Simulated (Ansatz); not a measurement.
## CoO under changes of volume

One of the cells (9.578 Å³/atom); the others are scaled copies at fixed shape and fractional positions:

```
Co O
1.0
     1.50547    0.86918    2.43993
    -1.50547    0.86918    2.43993
     0.00000   -1.73837    2.43993
Co O
1 1
Direct
  0.00000 0.00000 0.00000
  0.50000 0.50000 0.50000
```

The cell is a database's computed one.

* Program: Ansatz 0.2.0
* Functional: PBEsol
* Potentials or basis: all-electron LAPW, scalar-relativistic
* Cutoff: 362 eV (chosen from the basis error)
* Basis error allowed: 0.001 eV/atom
* k mesh: 11 × 11 × 11
* Occupations: fermi-dirac, width 0.05 eV
* Spin: collinear spin, ferromagnetic start
* Starting moments: [2.0, 0.0] μB

```tsv
volume (Å³/atom)	energy over the lowest point (meV/atom)	pressure (GPa)	moment (μB per cell)
9.003	0.00	1.4	2.78
9.195	0.52	-2.5	2.84
9.387	?	?	?
9.578	14.84	-9.2	2.94
9.770	27.60	-12.2	2.97
9.961	43.87	-15.0	2.99
10.153	63.42	-17.5	2.99
```

Q: What does the run at 9.387 Å³/atom give?

A: Energy over the lowest point 5.70 meV/atom; pressure -6.0 GPa; moment 2.89 μB per cell.

Worked out: A Birch-Murnaghan fit of order 3 (a polynomial in V^(-2/3)) to the other rows has its minimum at 9.07 Å³/atom with B0 = V·E''(V) = 186 GPa and B' = 3.1 at fixed shape and positions, which overstates the stiffness. It gives 5.64 meV/atom at 9.387 Å³/atom, against the run's 5.70, and -dE/dV = -6.0 GPa, against -6.0. A parabola through the other rows of the moment, of slope 0.25 μB per Å³/atom there, gives 2.90 μB, against the run's 2.89.

Energies are extrapolated to zero smearing.

Caveats: a cell with one magnetic atom can't hold antiferromagnetic order, which such compounds often take.
